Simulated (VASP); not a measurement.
A run of VASP 6.6.1 is set up as follows.

The input INCAR:

```
SYSTEM = Gd
PREC = Accurate
ENCUT = 600
EDIFF = 1E-6
ISMEAR = 1
SIGMA = 0.1
LREAL = .FALSE.
LASPH = .TRUE.
NELM = 150
ALGO = Normal
ISIF = 8
LWAVE = .FALSE.
LCHARG = .FALSE.
ISPIN = 2
MAGMOM = 7
LORBIT = 11
LMAXMIX = 6
GGA = RE
IBRION = 2
NSW = 80
EDIFFG = -0.03
```

Contents of KPOINTS:

```
Automatic mesh
0
G
  6 6 6
  0 0 0
```

POSCAR

```
Gd
1.0
    0.0000000000      2.5858190000      2.5858190000
    2.5858190000      0.0000000000      2.5858190000
    2.5858190000      2.5858190000      0.0000000000
Gd
1
Direct
    0.0000000000      0.0000000000      0.0000000000
```

Potentials or basis: VASP PAW PBE potentials, release 64 (Gd).

Run with:

```sh
$ cat potpaw_PBE.64/Gd/POTCAR > POTCAR
$ mpirun -np 1 vasp_std > vasp.out
```

(1) Estimate the relaxed volume.

(2) Estimate the relaxed cell.

(3) What does it give for the band gap on the k mesh?

(4) What does it give for the site moments?

Answers

(1) 34.21 Å³/atom.

(2) a = 3.644 Å, b = 3.644 Å, c = 3.644 Å, α = 60.00°, β = 60.00°, γ = 60.00°.

(3) none (metal or under the smearing width).

(4) Gd +6.93 μB.

Caveat: the PAW data sets were made with another functional, which shifts forces and pressure a little; spin-orbit coupling is left out, which moves the levels of the heavy elements.
